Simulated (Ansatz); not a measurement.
Runs of Ansatz 0.2.0 on Nb. The structure is cubic, space group Im-3m (No. 229). Conventional cell: a = 3.328 Å, b = 3.328 Å, c = 3.328 Å, α = 90.00°, β = 90.00°, γ = 90.00°. Nb (site symmetry m-3m) has 8 Nb at 2.88 Å as nearest neighbours. 

```csv
task,level,potentials or basis,spin,cell,k mesh,cutoff (eV),atoms under strain,points for each segment of the path,gap on the mesh (eV),pressure (GPa),V0 of scaled cells (Å³/atom),relaxed volume (Å³/atom),B0 (GPa)
relaxation of cell and atoms,r2SCAN+D3(BJ),Ansatz PAW,off,relaxed,11 × 11 × 11,500,-,-,-,0.0,-,17.78,-
elastic constants,r2SCAN,Ansatz PAW,off,as given,9 × 9 × 9,500,clamped,-,none,-4.1,-,-,-
equation of state,PBEsol,Ansatz PAW,"SOC, no magnetisation",as given,11 × 11 × 11,420,-,-,-,-,17.59,-,181
band structure,BPBE,Ansatz PAW,off,as given,11 × 11 × 11,420,-,14,none,-2.4,-,-,-
equation of state,RPBE+D4,Ansatz PAW,off,as given,11 × 11 × 11,420,-,-,-,-,17.98,-,(b)
relaxation of cell and atoms,BLYP,Ansatz PAW,off,relaxed,11 × 11 × 11,420,-,-,none,0.0,-,(a),-
```

Alike in all rows: smearing fermi-dirac 0.05 eV.

Q: Fill in the values left out.

A: (a) 18.89; (b) 171.

Caveats: the PAW data sets come from PBE, with cores solved anew for the run's functional, which leaves a small shift of forces and pressure (some runs); the plane-wave basis is chosen anew once the cell has moved, so the energies of steps on either side of that aren't comparable (some runs); the dispersion damping was fitted for another functional or another form of the correction (some runs); the cell is more than 3 GPa from zero pressure, which shifts response properties (some runs); elastic constants of metals need much finer meshes, so these are rough (some runs); the potentials were made for another functional, which shifts forces and pressure (some runs).

A k mesh can miss the band edges, and rows without SOC leave out spin-orbit coupling on Nb.

A gap of «none» marks a metal or a gap under the smearing width.

Runs at the PBE level aren't shown here.
